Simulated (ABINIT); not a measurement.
# Nb (Im-3m) in ABINIT: a series of runs

One crystal, Nb, is run at these levels: PBE; tasks: single point, equation of state.

Everything below comes from runs of ABINIT 10.8.3 (patched build). Logs are shortened: lines on timing, memory, paths and dates and some standing lists are left out, and cuts for length are marked. The log counts tension as positive stress, the text compression.

**What was measured.**

From “Pressure effects on the electronic structure and superconductivity of (TaNb)0.67(HfZrTi)0.33 high entropy alloy”, 2019, arxiv:1910.08312, for a bulk crystal of Nb: bulk modulus 169 GPa.

How close the calculation comes is told below.

### 1 Starting point

The structure is cubic, space group Im-3m (No. 229). The conventional cell has a = 3.328 Å, b = 3.328 Å, c = 3.328 Å, α = 90.00°, β = 90.00°, γ = 90.00°. Around Nb (site symmetry m-3m) lie 8 Nb at 2.88 Å.

### 2 Single point, PBE, 18.43 Å³/atom (uniaxial strain of 0 %)

Input file run.abi:

```
pp_dirpath "./"
pseudos "Nb.GGA_PBE-JTH.xml"

acell 5.4462775076 5.4462775076 5.4462775076
rprim
    -0.5773502692     0.5773502692     0.5773502692
     0.5773502692    -0.5773502692     0.5773502692
     0.5773502692     0.5773502692    -0.5773502692
ntypat 1
znucl 41
natom 1
typat 1
xred
     0.0000000000     0.0000000000     0.0000000000

ecut 16.0
pawecutdg 32.0
pawxcdev 0

kptopt 1
ngkpt 11 11 11
nshiftk 1
shiftk 0.0 0.0 0.0

ixc 11

nband 11
occopt 3
tsmear 0.05 eV

nstep 100
tolvrs 1.0e-9

iomode 3
prtwf 0
prtden 0
prteig 0
prtebands 0
```

Potentials or basis: JTH PAW PBE v2.0.

Command:

```sh
$ abinit run.abi > log 2>&1
```

run.abo:

```text
.Version 10.8.3 of ABINIT
 Symmetries : space group Im -3 m (#229); Bravais cI (body-center cubic)
================================================================================
 Values of the parameters that define the memory need of the present run
     intxc =       0    ionmov =       0      iscf =      17    lmnmax =      18
     lnmax =       6     mgfft =      20  mpssoang =       3    mqgrid =    3001
     natom =       1  nloc_mem =       2    nspden =       1   nspinor =       1
    nsppol =       1      nsym =      48    n1xccc =       1    ntypat =       1
    occopt =       3   xclevel =       2
       mpw =         392          nfft =        8000          nkpt =          56
 PAW method is used; the additional fine FFT grid is defined by:
   mgfftf=        30    nfftf =     27000
================================================================================
================================================================================

--------------------------------------------------------------------------------
------------- Echo of variables that govern the present computation ------------
--------------------------------------------------------------------------------
 -outvars: echo values of preprocessed input variables --------
            acell      5.4462775076E+00  5.4462775076E+00  5.4462775076E+00 Bohr
              amu      9.29063800E+01
             ecut      1.60000000E+01 Hartree
                       outvar_i_n : Printing only first  50 k-points.
              ixc          11
                       outvar_i_n : Printing only first  50 k-points.
         kptrlatt       11    0    0      0   11    0      0    0   11
          kptrlen      5.99090526E+01
            natom           1
            nband          11
            ngfft          20      20      20
          ngfftdg          30      30      30
             nkpt          56
            nstep         100
             nsym          48
           ntypat           1
                       prtocc : prtvol=0, do not print more k-points.
           occopt           3
        pawecutdg      3.20000000E+01 Hartree
         pawxcdev           0
           prtden           0
        prtebands           0
           prteig           0
            prtwf           0
            rprim     -5.7735026920E-01  5.7735026920E-01  5.7735026920E-01
                       5.7735026920E-01 -5.7735026920E-01  5.7735026920E-01
                       5.7735026920E-01  5.7735026920E-01 -5.7735026920E-01
          spgroup         229
           tolvrs      1.00000000E-09
           tsmear      1.83746611E-03 Hartree
            typat      1
           useylm           1
                       outvars : Printing only first  50 k-points.
            znucl       41.00000

================================================================================

 chkinp: Checking input parameters for consistency.

================================================================================
== DATASET  1 ==================================================================

--- !DatasetInfo
iteration_state: {dtset: 1, }
dimensions: {natom: 1, nkpt: 56, mband: 11, nsppol: 1, nspinor: 1, nspden: 1, mpw: 392, }
cutoff_energies: {ecut:  16.0, pawecutdg:  32.0, }
electrons: {nelect:   1.30000000E+01, charge:   0.00000000E+00, occopt:   3.00000000E+00, tsmear:   1.83746611E-03, }
meta: {optdriver: 0, ionmov: 0, optcell: 0, iscf: 17, paral_kgb: 0, }
...

 Exchange-correlation functional for the present dataset will be:
  GGA: Perdew-Burke-Ernzerhof functional - ixc=11
  J.P.Perdew, K.Burke, M.Ernzerhof, PRL 77, 3865 (1996)

 Real(R)+Recip(G) space primitive vectors, cartesian coordinates (Bohr,Bohr^-1):
 R(1)= -3.1444098  3.1444098  3.1444098  G(1)=  0.0000000  0.1590124  0.1590124
 R(2)=  3.1444098 -3.1444098  3.1444098  G(2)=  0.1590124  0.0000000  0.1590124
 R(3)=  3.1444098  3.1444098 -3.1444098  G(3)=  0.1590124  0.1590124  0.0000000
 Unit cell volume ucvol=  1.2435905E+02 bohr^3
 Angles (23,13,12)=  1.09471221E+02  1.09471221E+02  1.09471221E+02 degrees

 Coarse grid specifications (used for wave-functions):

 getcut: wavevector=  0.0000  0.0000  0.0000  ngfft=  20  20  20
         ecut(hartree)=     16.000   => boxcut(ratio)=   2.04450

 Fine grid specifications (used for densities):

 getcut: wavevector=  0.0000  0.0000  0.0000  ngfft=  30  30  30
         ecut(hartree)=     32.000   => boxcut(ratio)=   2.16312

--- Pseudopotential description ------------------------------------------------
- pspini: atom type   1  psp file is ./Nb.GGA_PBE-JTH.xml
 Pseudopotential format is: paw10
 basis_size (lnmax)=  6 (lmn_size= 18), orbitals=   0   0   1   1   2   2
 Spheres core radius: rc_sph= 2.22094190
 Shapefunction is BESSEL type: shapef(r,l)=aa(1,l)*jl(q(1,l)*r)+aa(2,l)*jl(q(2,l)*r)
 Radius for shape functions =  1.90969629
 Compensation charge density is not taken into account in XC energy/potential

   2.03574856E+02                                ecore*ucvol(ha*bohr**3)
--------------------------------------------------------------------------------

[... 7 lines left out ...]

     iter   Etot(hartree)      deltaE(h)  residm     nres2
 ETOT  1  -57.456044070389    -5.746E+01 5.642E-01 4.463E+00
 ETOT  2  -57.530313568307    -7.427E-02 2.571E-02 3.979E-01
 ETOT  3  -57.530227305270     8.626E-05 4.802E-03 8.164E-02
 ETOT  4  -57.530313979394    -8.667E-05 6.639E-04 2.725E-04
 ETOT  5  -57.530315681319    -1.702E-06 2.857E-04 7.255E-05
 ETOT  6  -57.530315832903    -1.516E-07 1.581E-04 2.819E-06
 ETOT  7  -57.530315849822    -1.692E-08 1.366E-04 7.596E-08
 ETOT  8  -57.530315849932    -1.102E-10 7.560E-05 6.537E-09
 ETOT  9  -57.530315849963    -3.090E-11 5.703E-05 7.288E-11

 At SCF step    9       nres2   =  7.29E-11 < tolvrs=  1.00E-09 =>converged.

 Cartesian components of stress tensor (hartree/bohr^3)
  sigma(1 1)=  8.44908845E-05  sigma(3 2)=  0.00000000E+00
  sigma(2 2)=  8.44908845E-05  sigma(3 1)=  0.00000000E+00
  sigma(3 3)=  8.44908845E-05  sigma(2 1)=  0.00000000E+00

--- !ResultsGS
iteration_state: {dtset: 1, }
comment   : Summary of ground state results
lattice_vectors:
- [ -3.1444098,   3.1444098,   3.1444098, ]
- [  3.1444098,  -3.1444098,   3.1444098, ]
- [  3.1444098,   3.1444098,  -3.1444098, ]
lattice_lengths: [   5.44628,    5.44628,    5.44628, ]
lattice_angles: [109.471, 109.471, 109.471, ] # degrees, (23, 13, 12)
lattice_volume:   1.2435905E+02
convergence: {deltae: -3.090E-11, res2:  7.288E-11, residm:  5.703E-05, diffor: null, }
etotal    :  -5.75303158E+01
entropy   :   0.00000000E+00
fermie    :   4.97773145E-01
cartesian_stress_tensor: # hartree/bohr^3
- [  8.44908845E-05,   0.00000000E+00,   0.00000000E+00, ]
- [  0.00000000E+00,   8.44908845E-05,   0.00000000E+00, ]
- [  0.00000000E+00,   0.00000000E+00,   8.44908845E-05, ]
pressure_GPa:  -2.4858E+00
xred      :
- [  0.0000E+00,   0.0000E+00,   0.0000E+00, Nb]
cartesian_forces: # hartree/bohr
- [ -0.00000000E+00,  -0.00000000E+00,  -0.00000000E+00, ]
force_length_stats: {min:   0.00000000E+00, max:   0.00000000E+00, mean:   0.00000000E+00, }
...

 Integrated electronic density in atomic spheres:
 ------------------------------------------------
 Atom  Sphere_radius  Integrated_density
    1        2.22094         10.12984806

================================================================================

 ----iterations are completed or convergence reached----

 Mean square residual over all n,k,spin=   12.742E-08; max=  57.030E-06
 reduced coordinates (array xred) for    1 atoms
       0.000000000000      0.000000000000      0.000000000000
 rms dE/dt=  0.0000E+00; max dE/dt=  0.0000E+00; dE/dt below (all hartree)
    1       0.000000000000      0.000000000000      0.000000000000

 cartesian coordinates (angstrom) at end:
    1      0.00000000000000     0.00000000000000     0.00000000000000

 cartesian forces (hartree/bohr) at end:
    1     -0.00000000000000    -0.00000000000000    -0.00000000000000
 frms,max,avg= 0.0000000E+00 0.0000000E+00   0.000E+00  0.000E+00  0.000E+00 h/b

 cartesian forces (eV/Angstrom) at end:
    1     -0.00000000000000    -0.00000000000000    -0.00000000000000
 frms,max,avg= 0.0000000E+00 0.0000000E+00   0.000E+00  0.000E+00  0.000E+00 e/A
 length scales=  5.446277507600  5.446277507600  5.446277507600 bohr
              =  2.882045939320  2.882045939320  2.882045939320 angstroms
 Fermi (or HOMO) energy (hartree) =   0.49777   Average Vxc (hartree)=  -0.45283
 Eigenvalues (hartree) for nkpt=  56  k points:
 kpt#   1, nband= 11, wtk=  0.00075, kpt=  0.0000  0.0000  0.0000 (reduced coord)
  -1.50020   -0.59440   -0.59440   -0.59440    0.28330    0.51261    0.51261    0.51261
   0.61678    0.61678    1.01797
      occupation numbers for kpt#   1
   2.00000    2.00000    2.00000    2.00000    2.00000    0.00062    0.00062    0.00062
   0.00000    0.00000    0.00000
 prteigrs : prtvol=0 or 1, do not print more k-points.

--- !EnergyTerms
iteration_state     : {dtset: 1, }
comment             : Components of total free energy in Hartree
kinetic             :  1.31444895761887E+01
hartree             :  8.87257594739553E+00
xc                  : -6.60301934344091E+00
Ewald energy        : -4.88987198703749E+01
psp_core            :  1.63699264469172E+00
local_psp           : -4.02069102429462E+01
PAW spherical_terms :  1.45248260794260E+01
internal            : -5.75297652090600E+01
'-kT*entropy'       : -5.38606714273639E-04
total_energy        : -5.75303038157743E+01
total_energy_eV     : -1.56547931797967E+03
...

--- !EnergyTermsDC
iteration_state     : {dtset: 1, }
comment             : '"Double-counting" decomposition of free energy'
band_energy         : -4.49294275368519E+00
Ewald energy        : -4.88987198703749E+01
psp_core            :  1.63699264469172E+00
xc_dc               : -7.69956442447908E+00
PAW spherical_terms :  1.92445716059850E+00
internal            : -5.75297772432489E+01
'-kT*entropy'       : -5.38606714273639E-04
total_energy_dc     : -5.75303158499632E+01
total_energy_dc_eV  : -1.56547964544663E+03
...

--- !EnergyTermsWithPAWCore
iteration_state     : {dtset: 1, }
comment             : 'Components of total free energy, including PAW core contributions'
Total energy        : -3.81998490379889E+03
Total energy DC     : -3.81998491583308E+03
Total energy (eV)   : -1.03947084671088E+05
Total energy DC (eV): -1.03947084998555E+05
...

 Cartesian components of stress tensor (hartree/bohr^3)
  sigma(1 1)=  8.44908845E-05  sigma(3 2)=  0.00000000E+00
  sigma(2 2)=  8.44908845E-05  sigma(3 1)=  0.00000000E+00
  sigma(3 3)=  8.44908845E-05  sigma(2 1)=  0.00000000E+00

-Cartesian components of stress tensor (GPa)         [Pressure= -2.4858E+00 GPa]
- sigma(1 1)=  2.48580765E+00  sigma(3 2)=  0.00000000E+00
- sigma(2 2)=  2.48580765E+00  sigma(3 1)=  0.00000000E+00
- sigma(3 3)=  2.48580765E+00  sigma(2 1)=  0.00000000E+00

== END DATASET(S) ==============================================================
================================================================================

 -outvars: echo values of variables after computation  --------
            acell      5.4462775076E+00  5.4462775076E+00  5.4462775076E+00 Bohr
           etotal     -5.7530315850E+01
            fcart     -0.0000000000E+00 -0.0000000000E+00 -0.0000000000E+00
            rprim     -5.7735026920E-01  5.7735026920E-01  5.7735026920E-01
                       5.7735026920E-01 -5.7735026920E-01  5.7735026920E-01
                       5.7735026920E-01  5.7735026920E-01 -5.7735026920E-01
           strten      8.4490884544E-05  8.4490884544E-05  8.4490884544E-05
                       0.0000000000E+00  0.0000000000E+00  0.0000000000E+00
 Calculation completed.
```

Run time: 6.3 s. Hardware: 1 thread of Arm Neoverse V1, shared host; peak memory 0.08 GiB.

Results:

```yaml
Free_energy: -1565.4796 eV
Pressure: -2.5 GPa
Band_gap_on_the_k_mesh: none (metal or under the smearing width)
Valence_electrons_inside_the_program's_atomic_spheres: Nb 10.13 (radii [1.1753] Å)
```

### 3 Single point, PBE, 17.69 Å³/atom (uniaxial strain of -4 %)

Input file run.abi:

```
pp_dirpath "./"
pseudos "Nb.GGA_PBE-JTH.xml"

acell 5.3746416958 5.3746416958 5.3746416958
rprim
    -0.5850454715     0.5850454715     0.5616436526
     0.5850454715    -0.5850454715     0.5616436526
     0.5850454715     0.5850454715    -0.5616436526
ntypat 1
znucl 41
natom 1
typat 1
xred
     0.0000000000     0.0000000000     0.0000000000
chkprim 0
chksymtnons 0
tolsym 1.0e-6

ecut 16.0
pawecutdg 32.0
pawxcdev 0

kptopt 1
ngkpt 11 11 11
nshiftk 1
shiftk 0.0 0.0 0.0

ixc 11

nband 11
occopt 3
tsmear 0.05 eV

nstep 100
tolvrs 1.0e-9

iomode 3
prtwf 0
prtden 0
prteig 0
prtebands 0
```

Potentials or basis: JTH PAW PBE v2.0.

Command:

```sh
$ abinit run.abi > log 2>&1
```

Run time: 12 s. Hardware: 1 thread of Arm Neoverse V1, shared host; peak memory 0.09 GiB.

Results (log left out):

- Free energy: -1565.4683 eV
- Pressure: 4.7 GPa
- Band gap on the k mesh: none (metal or under the smearing width)
- Valence electrons inside the program's atomic spheres: Nb 10.20 (radii [1.1753] Å)

### 4 Equation of state, PBE

Input file run.abi:

```
ndtset 7
getwfk -1
scalecart1 3*0.9795861087
scalecart2 3*0.9864848297
scalecart3 3*0.9932883884
scalecart4 3*1.0000000000
scalecart5 3*1.0066227096
scalecart6 3*1.0131594038
scalecart7 3*1.0196128224

pp_dirpath "./"
pseudos "Nb.upf"

acell 5.4462775076 5.4462775076 5.4462775076
rprim
    -0.5773502692     0.5773502692     0.5773502692
     0.5773502692    -0.5773502692     0.5773502692
     0.5773502692     0.5773502692    -0.5773502692
ntypat 1
znucl 41
natom 1
typat 1
xred
     0.0000000000     0.0000000000     0.0000000000

ecut 41.0

kptopt 1
ngkpt 11 11 11
nshiftk 1
shiftk 0.0 0.0 0.0

ixc 11

nband 11
occopt 3
tsmear 0.05 eV

nstep 100
tolvrs 1.0e-10

iomode 3
prtwf 1
prtden 0
prteig 0
prtebands 0
```

Potentials or basis: PseudoDojo NC SR PBE v0.4.1 standard.

Command:

```sh
$ abinit run.abi > log 2>&1
```

Run time: 1.9 min. Hardware: 1 thread of Arm Neoverse V1, shared host; peak memory 0.11 GiB.

It converged, with:

* Equilibrium volume: 18.23 Å³/atom
* Bulk modulus: 171 GPa
* Pressure derivative of the bulk modulus: 3.3

Energy against volume, from the lowest point:
```
volume (Å³/atom)  energy (meV/atom)
          17.322              24.93
          17.691               7.96
          18.060               0.00
          18.428               0.36
          18.797               8.34
          19.165              23.30
          19.534              44.60
```

Caveat: pressures at fixed basis lie under the slope of the energies.

### 5 Comparison with measurements

Step 4. Against the measured bulk modulus of Nb, 169 GPa (quoted in “Pressure effects on the electronic structure and superconductivity of (TaNb)0.67(HfZrTi)0.33 high entropy alloy”, 2019, arxiv:1910.08312), the calculated 171 GPa is off by +1.4 %. The fit is for a static lattice scaled at fixed shape and fixed fractional positions.
